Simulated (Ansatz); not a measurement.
**BaTiO3 under changes of volume**

One of the cells (12.856 Å³/atom); the others are scaled copies at fixed shape and fractional positions:

```
CELL_PARAMETERS angstrom
3.99980 0.00000 0.00000
0.00000 3.99980 0.00000
0.00000 0.00000 4.01800
ATOMIC_POSITIONS crystal
Ba 0.00000 0.00000 0.00000
Ti 0.50000 0.50000 0.49000
O 0.00000 0.50000 0.51700
O 0.50000 0.00000 0.51700
O 0.50000 0.50000 0.01900
```

- Program: Ansatz 0.2.0
- Functional: LDA
- Potentials or basis: all-electron LAPW, scalar-relativistic
- Cutoff: 400 eV (chosen from the basis error)
- Basis error allowed: 0.002 eV/atom
- k mesh: 7 × 7 × 7
- Occupations: fermi-dirac, width 0.05 eV
- Spin: no spin polarisation

| volume (Å³/atom) | energy over the lowest point (meV/atom) | pressure (GPa) | gap on the mesh (eV) | largest force (eV/Å) |
| --- | --- | --- | --- | --- |
| 12.085 | 0.74 | 2.6 | 1.97 | 0.099 |
| 12.342 | 0.00 | -1.6 | 1.93 | 0.155 |
| 12.599 | 5.50 | -5.2 | 1.88 | 0.290 |
| 12.856 | 16.57 | -8.5 | 1.84 | 0.415 |
| 13.113 | ? | ? | ? | ? |
| 13.371 | 53.03 | -14.0 | 1.76 | 0.642 |
| 13.628 | 77.40 | -16.3 | 1.71 | 0.743 |

What does the run at 13.113 Å³/atom give?

Energy over the lowest point 32.59 meV/atom; pressure -11.4 GPa; gap on the mesh 1.80 eV; largest force 0.533 eV/Å.

Worked out: A Birch-Murnaghan fit of order 3 (a polynomial in V^(-2/3)) to the other rows has its minimum at 12.24 Å³/atom with B0 = V·E''(V) = 193 GPa and B' = 4.5 at fixed shape and positions, which overstates the stiffness. It gives 32.55 meV/atom at 13.113 Å³/atom, against the run's 32.59, and -dE/dV = -11.4 GPa, against -11.4. A straight line through the other rows of the gap, of slope -2.15 eV per unit of ln V, gives 1.80 eV, against the run's 1.80.

Energies are extrapolated to zero smearing.

Caveats: spin-orbit coupling is left out, which moves the levels of the heavy elements; an odd mesh through Γ misses points on the zone boundary, where band edges often lie.
